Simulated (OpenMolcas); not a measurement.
# C4H6 (methylenecyclopropane): the vertical energy of the triplet above the singlet from total energies

C4H6 has 10 atoms, charge 0, and is taken as a singlet. SMILES: `C=C1CC1`. Geometry: relaxed at PBE0-D4/def2-TZVP.

```xyz
10

C    -1.2466    0.7493   -0.8273
C    -0.2672    0.1609   -0.1773
C     0.5597   -1.0245    0.0145
C     0.7560    0.2337    0.8587
H    -1.7845    0.2371   -1.6179
H    -1.5470    1.7650   -0.5930
H     0.1221   -1.8928    0.4966
H     1.3165   -1.2577   -0.7276
H     1.6426    0.8320    0.6745
H     0.4482    0.1970    1.8988
```

Both states at this one shape; open shells run unrestricted unless said. 1 Eh = 27.2114 eV.

```
                        level     program  singlet C4H6 (Eh)  triplet C4H6 (Eh)
               revPBE/cc-pVDZ  OpenMolcas        -155.925763        -155.763131
           revPBE/aug-cc-pVDZ  OpenMolcas        -155.936230        -155.776375
revPBE/cc-pVTZ (RICD fitting)  OpenMolcas        -155.973212        -155.812349
```

Q: Work out the vertical gap, second state less first, at each level.

A: 
1. revPBE/cc-pVDZ: -155.763131 − (-155.925763) = 0.162632 Eh = 4.43 eV.
2. revPBE/aug-cc-pVDZ: -155.776375 − (-155.936230) = 0.159855 Eh = 4.35 eV.
3. revPBE/cc-pVTZ (RICD fitting): -155.812349 − (-155.973212) = 0.160863 Eh = 4.38 eV.

No measured value is set beside it here; the levels span 4.35 to 4.43 eV.
